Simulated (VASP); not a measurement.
# C (P6_3/mmc) in VASP: a series of runs

Runs on C. Level: PBEsol. Tasks: single point.

Everything below comes from runs of VASP 6.6.1. Logs are shortened: lines on timing, memory, paths and dates and some standing lists are left out, and cuts for length are marked.

### Step 1. Starting point

The structure is hexagonal, space group P6_3/mmc (No. 194). Conventional cell: a = 2.459 Å, b = 2.459 Å, c = 7.215 Å, α = 90.00°, β = 90.00°, γ = 120.00°. Around C (site symmetry -6m2) lie 3 C at 1.42 Å. Around C (site symmetry -6m2) lie 3 C at 1.42 Å.

### Step 2. Single point, PBEsol

The input, INCAR:

```
ALGO = Fast
EDIFF = 1E-7
ENCUT = 520
GGA = PS
ISIF = 2
ISMEAR = -1
LASPH = True
LCHARG = True
LELF = True
LREAL = False
LVHAR = True
LWAVE = False
NBANDS = 16
NELM = 100
PREC = Accurate
SIGMA = 0.05
```

The input, KPOINTS:

```
k-points
0
Gamma
  15 15 5
```

The input, POSCAR:

```
C
1.0
    2.4589374437      0.0000000000      0.0000000000
   -1.2294687219      2.1295022926      0.0000000000
    0.0000000000      0.0000000000      7.2147975549
C
4
Direct
    0.0000000000      0.0000000000      0.2500000000
    0.0000000000      0.0000000000      0.7500000000
    0.3333333333      0.6666666667      0.2500000000
    0.6666666667      0.3333333333      0.7500000000
```

Potentials or basis: VASP PAW PBE potentials, release 64 (C).

Launch:

```sh
cat potpaw_PBE.64/C/POTCAR > POTCAR
mpirun -np 1 vasp_std > vasp.out
```

OUTCAR:

```text
EDIFF = 1E-7
   ENCUT = 520
   GGA = PS
   ISIF = 2
   ISMEAR = -1
   LASPH = True
   LREAL = False
   NELM = 100
   PREC = Accurate

 ion  position               nearest neighbor table
   1  0.000  0.000  0.250-   3 1.42   3 1.42   3 1.42
   2  0.000  0.000  0.750-   4 1.42   4 1.42   4 1.42
   3  0.333  0.667  0.250-   1 1.42   1 1.42   1 1.42
   4  0.667  0.333  0.750-   2 1.42   2 1.42   2 1.42

  LATTYP: Found a hexagonal cell.
 ALAT       =     2.4589374437
 C/A-ratio  =     2.9341118756

  Lattice vectors:

 A1 = (   2.4589374437,   0.0000000000,   0.0000000000)
 A2 = (  -1.2294687219,   2.1295022926,   0.0000000000)
 A3 = (   0.0000000000,   0.0000000000,   7.2147975549)

Analysis of symmetry for initial positions (statically):
=====================================================================
 Subroutine PRICEL returns:
 Original cell was already a primitive cell.

 Routine SETGRP: Setting up the symmetry group for a
 hexagonal supercell.

 Subroutine GETGRP returns: Found 24 space group operations
 (whereof 12 operations were pure point group operations)
 out of a pool of 24 trial point group operations.

The static configuration has the point symmetry D_3d.
 The point group associated with its full space group is D_6h.

Analysis of symmetry for dynamics (positions and initial velocities):
=====================================================================
 Subroutine PRICEL returns:
 Original cell was already a primitive cell.

 Routine SETGRP: Setting up the symmetry group for a
 hexagonal supercell.

 Subroutine GETGRP returns: Found 24 space group operations
 (whereof 12 operations were pure point group operations)
 out of a pool of 24 trial point group operations.

The dynamic configuration has the point symmetry D_3d.
 The point group associated with its full space group is D_6h.

 Subroutine INISYM returns: Found 24 space group operations
 (whereof 12 operations are pure point group operations),
 and found     1 'primitive' translations

----------------------------------------------------------------------------------------

                                     Primitive cell

  volume of cell :      37.7789

  direct lattice vectors                    reciprocal lattice vectors
     2.458937444  0.000000000  0.000000000     0.406679724  0.234796648  0.000000000
    -1.229468722  2.129502293  0.000000000     0.000000000  0.469593296  0.000000000
     0.000000000  0.000000000  7.214797555     0.000000000  0.000000000  0.138604028

  length of vectors
     2.458937444  2.458937444  7.214797555     0.469593296  0.469593296  0.138604028
[... 85 lines left out ...]
   EDIFF  = 0.1E-06   stopping-criterion for ELM
   LREAL  =      F    real-space projection
   EDIFFG = 0.1E-05   stopping-criterion for IOM
   NSW    =      0    number of steps for IOM
   IBRION =     -1    ionic relax: 0-MD 1-quasi-New 2-CG
   NFREE  =      0    steps in history (QN), initial steepest desc. (CG)
   ISIF   =      2    stress and relaxation
   ISYM   =      2    0-nonsym 1-usesym 2-fastsym
   POTIM  = 0.5000    time-step for ionic-motion
   TEBEG  =    0.0;   TEEND  =   0.0 temperature during run
   PSTRESS=    0.0 pullay stress
   NELECT =      16.0000    total number of electrons
   NUPDOWN=      -1.0000    fix difference up-down
   EMIN   =  10.00;   EMAX   =-10.00  energy-range for DOS
   EFERMI =   0.00;   METHOD = LEGACY
   ISMEAR =    -1;   SIGMA  =   0.05  broadening in eV -4-tet -1-fermi 0-gaus
   EFERMI_NEDOS =   21; number of points for ismear=-14 and -15
   IALGO  =     68    algorithm
   IMIX   =      4    mixing-type and parameters
     AMIX     =   0.40;   BMIX     =  1.00
     AMIX_MAG =   1.60;   BMIX_MAG =  1.00
  volume/ion in A,a.u.               =       9.44        63.74
  Fermi-wavevector in a.u.,A,eV,Ry     =   1.229414  2.323256 20.564654  1.511459
  Thomas-Fermi vector in A             =   2.364302
   LORBIT       =      0    0 simple, 1 ext, 2 COOP (PROOUT), +10 PAW based schemes
   GGA     = PS    functional components
   LHFCALC =     F    Hartree Fock is set to
   AEXX    =    0.0000 exact exchange contribution
   IVDW    =     0    specifies the selected vdW correction
   LEPSILON=     F    determine dielectric tensor
   LRPA    =     F    only Hartree local field effects (RPA)
 non-spin polarized calculation
 RMM-DIIS sequential band-by-band and
  energy-cutoff  :      520.00
  volume of cell :       37.78
 maximum number of plane-waves:      1036
   NGX =  9   NGY =  9   NGZ = 27

 number of electron      15.9999994 magnetization

 Free energy of the ion-electron system (eV)
  ---------------------------------------------------
  ext. energy  EPLUGINS =         0.00000000
  ---------------------------------------------------
  free energy    TOTEN  =       -38.57791848 eV

  energy without entropy =      -38.57651703  energy(sigma->0) =      -38.57721775

 E-fermi :   4.0303     XC(G=0): -10.0488

 val. band max:        4.0279735414   @ k =   0.3333   0.3333   0.2000
 cond. band min:       4.0362394230   @ k =   0.3333   0.3333   0.4000
 fundamental gap:      0.0082658816
 Fermi energy:         4.0302565019

 k-point     1 :       0.0000    0.0000    0.0000
  band No.  band energies     occupation
      1     -15.5888      2.00000
      2     -15.4169      2.00000
      3      -4.3164      2.00000
      4      -2.9469      2.00000
      5       1.0431      2.00000
      6       1.0431      2.00000
[... 433 lines left out ...]
      3      -8.6819      2.00000
      4      -8.6431      2.00000
      5      -4.8559      2.00000
      6      -4.8009      2.00000
[... 8 lines left out ...]
     15      15.6069      0.00000
     16      15.8451      0.00000

 [... further k-points ...]
[... 5 lines left out ...]
  --------------------------------------------------------------------------------------
  -------------------------------------------------------------------------------------
  Total        0.2283954      0.2283954     -0.0111674     -0.0000000     -0.0000000      0.0000000
  in kB        9.6860829      9.6860829     -0.4736022     -0.0000000     -0.0000000      0.0000000
  external PRESSURE =       6.2995212 kB  Pullay stress =       0.0000000 kB

 VOLUME and BASIS-vectors are now :
 -----------------------------------------------------------------------------
  energy-cutoff  :      520.00
  volume of cell :       37.78
      direct lattice vectors                 reciprocal lattice vectors
     2.458937444  0.000000000  0.000000000     0.406679724  0.234796648  0.000000000
    -1.229468722  2.129502293  0.000000000     0.000000000  0.469593296  0.000000000
     0.000000000  0.000000000  7.214797555     0.000000000  0.000000000  0.138604028

 POSITION                                       TOTAL-FORCE (eV/Angst)
 -----------------------------------------------------------------------------------
      0.00000      0.00000      1.80370         0.000000     -0.000000     -0.000000
      0.00000      0.00000      5.41110        -0.000000      0.000000     -0.000000
     -0.00000      1.41967      1.80370         0.000000     -0.000000      0.000000
      1.22947      0.70983      5.41110        -0.000000      0.000000     -0.000000
 -----------------------------------------------------------------------------------
    total drift:                                0.000000     -0.000000      0.000000

  FREE ENERGIE OF THE ION-ELECTRON SYSTEM (eV)
  ---------------------------------------------------
  free  energy   TOTEN  =       -38.5779184796 eV

  energy  without entropy=      -38.5765170253  energy(sigma->0) =      -38.57721775
```

OSZICAR:

```text
N       E                     dE             d eps       ncg     rms          rms(c)
DAV:   1     0.343403007067E+02    0.34340E+02   -0.77846E+03  2600   0.916E+02
DAV:   2    -0.381568356761E+02   -0.72497E+02   -0.66332E+02  3712   0.191E+02
DAV:   3    -0.409880026802E+02   -0.28312E+01   -0.28137E+01  3352   0.353E+01
DAV:   4    -0.410132315288E+02   -0.25229E-01   -0.25214E-01  3320   0.399E+00
DAV:   5    -0.410136560501E+02   -0.42452E-03   -0.42448E-03  3304   0.491E-01    0.908E+00
RMM:   6    -0.391601132681E+02    0.18535E+01   -0.11894E+00  2735   0.624E+00    0.524E+00
RMM:   7    -0.385703884527E+02    0.58972E+00   -0.19598E+00  2936   0.836E+00    0.124E+00
RMM:   8    -0.385828986032E+02   -0.12510E-01   -0.11314E-01  2712   0.233E+00    0.433E-01
RMM:   9    -0.385773376602E+02    0.55609E-02   -0.25700E-02  3014   0.112E+00    0.582E-02
RMM:  10    -0.385778108929E+02   -0.47323E-03   -0.43379E-03  3263   0.511E-01    0.273E-02
RMM:  11    -0.385778911129E+02   -0.80220E-04   -0.80345E-04  3318   0.206E-01    0.134E-02
RMM:  12    -0.385779133440E+02   -0.22231E-04   -0.20084E-04  3331   0.104E-01    0.546E-03
RMM:  13    -0.385779169786E+02   -0.36346E-05   -0.37041E-05  3308   0.434E-02    0.268E-03
RMM:  14    -0.385779181599E+02   -0.11813E-05   -0.94929E-06  3231   0.213E-02    0.185E-03
RMM:  15    -0.385779183921E+02   -0.23215E-06   -0.30014E-06  3045   0.111E-02    0.862E-04
RMM:  16    -0.385779184796E+02   -0.87524E-07   -0.62761E-07  2480   0.512E-03
   1 F= -.38577918E+02 E0= -.38577218E+02  d E =-.140145E-02
```

stdout:

```text
POSCAR found type information on POSCAR C
 POSCAR found :  1 types and       4 ions
 scaLAPACK will be used
 -----------------------------------------------------------------------------
|                                                                             |
|                                                                             |
|     You enforced a specific xc type in the INCAR file but a different       |
|     I HOPE YOU KNOW WHAT YOU ARE DOING!                                     |
|                                                                             |
 -----------------------------------------------------------------------------

 LDA part: xc-table for (Slater+PW92), standard interpolation
 POSCAR, INCAR and KPOINTS ok, starting setup
 FFT: planning ... GRIDC
 FFT: planning ... GRID_SOFT
 FFT: planning ... GRID
 WAVECAR not read
 entering main loop
```

Wall time 54 s (1 thread of Intel Xeon Platinum 8259CL at 2.50GHz (Skylake/Cascade Lake), shared host); peak memory 0.16 GiB.

What came out:

- Free energy: -38.5779 eV
- Pressure: 0.6 GPa
- Band gap on the k mesh: none (metal or under the smearing width)

Stress tensor (GPa, compression positive):
```
 0.97  0.00  0.00
 0.00  0.97  0.00
 0.00  0.00 -0.05
```

Caveat: the PAW data sets were made with another functional, which shifts forces and pressure a little; this functional lacks dispersion, which binds the layers, so the pressure and a relaxed spacing across them are unreliable.

### Step 3. Single point, PBEsol

The input, INCAR:

```
PREC = Accurate
ENCUT = 520
EDIFF = 1E-6
ISMEAR = -1
SIGMA = 0.05
LREAL = F
LASPH = T
NELM = 100
ALGO = Normal
ISIF = 2
LWAVE = F
LCHARG = F
GGA = PS
NBANDS = 16
```

The input, KPOINTS:

```
regular mesh
0
Gamma
  15 15 5
```

POSCAR is that of step 2.

Potentials or basis: VASP PAW PBE potentials, release 64 (C).

Launch:

```sh
cat potpaw_PBE.64/C/POTCAR > POTCAR
mpirun -np 1 vasp_std > vasp.out
```

It took 37 s on 1 thread of Intel Xeon Platinum 8259CL at 2.50GHz (Skylake/Cascade Lake), shared host; peak memory 0.16 GiB.

It converged, with:

- Free energy: -38.5779 eV
- Pressure: 0.6 GPa
- Band gap on the k mesh: none (metal or under the smearing width)

Stress tensor (GPa, compression positive):
```
 0.97  0.00  0.00
 0.00  0.97  0.00
 0.00  0.00 -0.04
```

Levels at points of the mesh, in eV from the Fermi level:
```tsv
k point	band 5	band 6	band 7	band 8	band 9	band 10	band 11	band 12
(0.00, 0.00, 0.00)	-2.99	-2.99	-2.98	-2.98	3.54	8.35	8.35	8.37
```

Caveat: the PAW data sets were made with another functional, which shifts forces and pressure a little; this functional lacks dispersion, which binds the layers, so the pressure and a relaxed spacing across them are unreliable.
